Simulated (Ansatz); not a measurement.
## P: pressure against volume

P, Pm-3m, a = 2.437 Å. This isn't the element's structure at ambient conditions. Ansatz: r2SCAN, PAW, 500 eV, Γ-centred 18×18×18 mesh on 1 atom, Gaussian smearing 0.10 eV; no spin polarisation. Symmetry fixes shape and atoms, so the cell is only scaled; pressure is positive in compression.

```
V (Å³/atom) P (GPa)
     13.611     8.19
     14.045        ?
     14.479     0.00
     14.914    -3.10
     15.348    -6.03
```

Task: Take V0 = 14.479 Å³/atom, fit the third-order Birch–Murnaghan form to the other rows, and predict the missing pressure.

Result: With the Eulerian strain f = ½[(V0/V)^(2/3) − 1] and y = P/[3f(1 + 2f)^(5/2)], the form is the line y = B0 + 1.5 B0 (B0′ − 4) f. Rows (f, y): 0.02104, 117.0; -0.00977, 111.1; -0.01906, 116.2. Means f = -0.002597, y = 114.77; Σ(Δf)² = 0.0008812, ΣΔfΔy = 0.05549; the slope is their ratio. y = 114.9 + 62.98 f GPa, so B0 = 114.9 GPa and B0′ = 4 + 2 × (62.98)/(3 × 114.9) = 4.37. At V = 14.045, f = 0.01025, y = 115.55 and P = 3.74 GPa. The run gave 3.68 GPa, so the fit is 0.06 GPa too high, within the rms miss on the fitted rows (0.10 GPa).